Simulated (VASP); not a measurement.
# Cs2SnI6: relaxation of cell and atoms with PBE

Crystal: Cs2SnI6.

```
Cs Sn I
1.0
     0.00000    6.01934    6.01934
     6.01934    0.00000    6.01934
     6.01934    6.01934    0.00000
Cs Sn I
2 1 6
Direct
  0.25000 0.25000 0.25000
  0.75000 0.75000 0.75000
  0.00000 0.00000 0.00000
  0.75833 0.24167 0.24167
  0.24167 0.75833 0.24167
  0.24167 0.75833 0.75833
  0.75833 0.24167 0.75833
  0.24167 0.24167 0.75833
  0.75833 0.75833 0.24167
```

```
Program                : VASP 6.6.1
Task                   : relaxation of cell and atoms
Functional             : PBE
Potentials or basis    : VASP PAW PBE potentials, release 64 (Cs_sv, Sn_d, I)
Cutoff                 : 600 eV
k mesh                 : 6 × 6 × 6
Occupations            : gaussian, width 0.03 eV
Spin                   : no spin polarisation
Further INCAR settings : ALGO = Normal; EDIFF = 1e-07; IBRION = 2; EDIFFG = -0.005; NSW = 90; ISIF = 3
```

| Property | Result |
| --- | --- |
| Relaxed volume | 48.52 Å³/atom |
| Relaxed cell | a = 8.516 Å, b = 8.516 Å, c = 8.516 Å, α = 60.00°, β = 60.00°, γ = 60.00° |
| Space group after relaxing (to 0.05 Å) | Fm-3m (No. 225) |
| Energy gained by relaxing | 0.0 meV/atom |
| Ionic steps | 2 |
| Pressure after relaxing | 0.0 GPa |
| Band gap on the k mesh | 0.26 eV, direct |

Final structure:
```
CELL_PARAMETERS angstrom
0.00000 6.02171 6.02171
6.02171 0.00000 6.02171
6.02171 6.02171 0.00000
ATOMIC_POSITIONS crystal
Cs 0.25000 0.25000 0.25000
Cs 0.75000 0.75000 0.75000
Sn 0.00000 0.00000 0.00000
I 0.75830 0.24170 0.24170
I 0.24170 0.75830 0.24170
I 0.24170 0.75830 0.75830
I 0.75830 0.24170 0.75830
I 0.24170 0.24170 0.75830
I 0.75830 0.75830 0.24170
```

Levels at points of the mesh, in eV from the valence-band top:
```csv
k point,band 33,band 34,band 35,band 36,band 37,band 38,band 39,band 40,band 41,band 42
"(0.00, 0.00, 0.00)",-0.44,-0.44,0.00,0.00,0.00,0.26,4.03,4.03,4.03,4.03
"(0.50, 0.00, 0.00)",-0.42,-0.42,-0.28,-0.25,-0.25,1.04,3.56,4.93,4.93,5.11
"(0.50, 0.50, 0.00)",-0.75,-0.61,-0.61,-0.60,-0.02,1.30,4.47,4.47,4.66,5.77
```

Wall time 4.2 min on 2 MPI ranks on Intel(R) Xeon(R) 6975P-C (Granite Rapids), with other jobs on the host, peak memory 0.97 GiB a rank.

Caveat: spin-orbit coupling is left out, which moves the levels of the heavy elements. A k mesh can miss the band edges.
